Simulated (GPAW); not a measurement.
Runs of GPAW 26.7.0 on MgB2. It takes space group P6/mmm (No. 191, hexagonal). Conventional cell: a = 3.085 Å, b = 3.085 Å, c = 3.523 Å, α = 90.00°, β = 90.00°, γ = 120.00°. Mg (site symmetry 6/mmm) is surrounded by 12 B at 2.51 Å. B (site symmetry -6m2) is surrounded by 3 B at 1.78 Å. 

| task | level | potentials or basis | cell | k mesh | cutoff (eV) | maxiter | optimizer | fmax | max steps | convergence | gap on the mesh (eV) | pressure (GPa) | relaxed volume (Å³/atom) |
| --- | --- | --- | --- | --- | --- | --- | --- | --- | --- | --- | --- | --- | --- |
| relaxation of cell and atoms | PBEsol+D4 | PAW data sets generated in the run's folder for this functional, pw | relaxed | 7 × 7 × 6 | 800 | 150 | BFGS | 0.02 eV/Å | 60 | density=1e-05 forces=0.0001 | none | -0.1 | (b) |
| relaxation of cell and atoms | PBEsol | PAW data sets generated in the run's folder for this functional, pw | relaxed | 7 × 7 × 6 | 800 | 150 | BFGS | 0.02 eV/Å | 60 | density=1e-05 forces=0.0001 | none | 0.0 | 9.48 |
| relaxation of cell and atoms | PBEsol+D3 | PAW data sets generated in the run's folder for this functional, pw | relaxed | 7 × 7 × 6 | 800 | 150 | BFGS | 0.02 eV/Å | 60 | density=1e-05 forces=0.0001 | none | -0.1 | 9.29 |
| relaxation of cell and atoms | PBEsol+D3(BJ) | PAW data sets generated in the run's folder for this functional, pw | relaxed | 7 × 7 × 6 | 800 | 150 | BFGS | 0.02 eV/Å | 60 | density=1e-05 forces=0.0001 | none | -0.2 | 9.23 |
| relaxation of cell and atoms | PBEsol+D3(BJ)+ATM | PAW data sets generated in the run's folder for this functional, pw | relaxed | 7 × 7 × 6 | 800 | 150 | BFGS | 0.02 eV/Å | 60 | density=1e-05 forces=0.0001 | none | -0.1 | 9.28 |
| single point | LDA | the program's PAW data sets (release 1.2.1) made for this functional, other valence, pw | as given | 8 × 8 × 6 | 650 | 120 | - | - | - | default | none | (a) | - |

Alike in all rows: no spin polarisation; smearing fermi-dirac 0.05 eV.

Task: Fill in the values left out.

Result: (a) -6.2; (b) 9.34.

Caveats: later steps reuse the first step's grids (some runs); pairwise dispersion overbinds metals, which lowers pressure and volume (some runs); the cutoff is short for stress and forces, so pressures can be off by a GPa or more (some runs).

A gap of «none» marks a metal or a gap under the smearing width.

The runs don't all hold the same shells in valence.

Runs at the PBE level aren't shown here.
